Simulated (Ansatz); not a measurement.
**SnO2: response to strain**

Aim: deform SnO2 (equal xy, yz and zx engineering shear strains of -3 %) and compute stress, forces and field gradients with LAPW, PAW and all-electron datasets made for the crystal.

Program: Ansatz 0.2.0. Level of theory: DFT PBE, scalar-relativistic. These are calculated values, not measurements.

### Step 1. The structure to begin with

Symmetry: P4_2/mnm, No. 136, tetragonal system. Conventional cell: a = 4.737 Å, b = 4.737 Å, c = 3.186 Å, α = 90.00°, β = 90.00°, γ = 90.00°. Sn (site symmetry mmm) is surrounded by 6 O at 2.05 to 2.06 Å. Around O (site symmetry m2m) lie 3 Sn at 2.05 to 2.06 Å.

Coordinates:

```xyz
6
Lattice="4.7374 0.0000 0.0000 0.0000 4.7374 0.0000 0.0000 0.0000 3.1864" Properties=species:S:1:pos:R:3 pbc="T T T"
Sn    0.0000    0.0000    0.0000
Sn    2.3687    2.3687    1.5932
O     1.4478    1.4478    0.0000
O     0.9208    3.8165    1.5932
O     3.2895    3.2895    0.0000
O     3.8165    0.9208    1.5932
```

Atoms are numbered in the order of the input: Sn1, Sn2, O3, O4, O5, O6.

### Step 2. The deformed structure

Space group P4_2/mnm before, C2/m after.

### Step 3. LAPW, all electrons

File input.yaml:

```yaml
crystal:
  lattice:
    - [4.73735, -0.07106025, -0.07106025]
    - [-0.07106025, 4.73735, -0.07106025]
    - [-0.047796, -0.047796, 3.1864]
  atoms:
    - { symbol: Sn, position: [0.0, 0.0, 0.0] }
    - { symbol: Sn, position: [0.5, 0.5, 0.5] }
    - { symbol: O, position: [0.30562, 0.30562, 0.0] }
    - { symbol: O, position: [0.19438, 0.80562, 0.5] }
    - { symbol: O, position: [0.69438, 0.69438, 0.0] }
    - { symbol: O, position: [0.80562, 0.19438, 0.5] }
kpoints:
  mp_grid: { grid: [4, 4, 6] }
  band_path:
    path:
      - [0.0, 0.0, 0.0]
      - [0.0, 0.0, 0.5]
      - [-0.4922984913, 0.4922984913, 0.5]
      - [-0.5077015087, -0.4922984913, 0.5]
      - [-0.5, -0.5, 0.5]
      - [0.0, 0.0, 0.0]
      - [-0.5, 0.5, 0.0]
      - [-0.5, 0.0, 0.5]
      - [0.0, 0.0, 0.0]
    npoints: 5
scf:
  occupations: { method: fermi_dirac, width: 0.03 }
hamiltonian:
  xc: pbe
  pseudopotentials: { kind: all_electron, lapw: { basis_error: 0.001 } }
output:
  forces: true
  stress: true
  eigenvalues: true
```

The run is started by

```console
> ansatz run input.yaml --threads 2 --pin off --max-ram 6144MiB --backend cpu --events-out ev --progress --plain --runs-dir out
```

### Step 4. Frozen-core PAW

File input.yaml:

```yaml
crystal:
  lattice:
    - [4.73735, -0.07106025, -0.07106025]
    - [-0.07106025, 4.73735, -0.07106025]
    - [-0.047796, -0.047796, 3.1864]
  atoms:
    - { symbol: Sn, position: [0.0, 0.0, 0.0] }
    - { symbol: Sn, position: [0.5, 0.5, 0.5] }
    - { symbol: O, position: [0.30562, 0.30562, 0.0] }
    - { symbol: O, position: [0.19438, 0.80562, 0.5] }
    - { symbol: O, position: [0.69438, 0.69438, 0.0] }
    - { symbol: O, position: [0.80562, 0.19438, 0.5] }
kpoints:
  mp_grid: { grid: [4, 4, 6] }
scf:
  occupations: { method: fermi_dirac, width: 0.03 }
hamiltonian:
  xc: pbe
  pseudopotentials: { kind: paw }
output:
  forces: true
  stress: true
  eigenvalues: true
  efg: { contact_densities: true }
```

### Step 5. Datasets made for this crystal

input.yaml, as its differences from that of step 4:

```diff
@@ -18,3 +18,3 @@
   xc: pbe
-  pseudopotentials: { kind: paw }
+  pseudopotentials: { kind: all_electron, datasets: crystal }
 output:
```

(Steps that only read results are left out.)

**Question.** What will these runs give? Wanted: pressure; largest shear or deviatoric stress.

**Answer**, as computed:

| quantity | value |
| --- | --- |
| pressure | LAPW 11.38, PAW 11.44, crystal datasets 11.38 GPa |
| largest shear or deviatoric stress (LAPW) | 6.57 GPa |

**Reading.** The largest part of the stress beyond the pressure is 6.57 GPa in size, in the xy component; the atoms are carried along and not relaxed. No run of the undeformed cell stands beside it, so the pressure holds what the given cell had before the change. PAW: stress within 0.07 GPa of LAPW, forces within 2 meV/Å. Crystal datasets: stress within 0.01 GPa of LAPW, forces within 1 meV/Å.
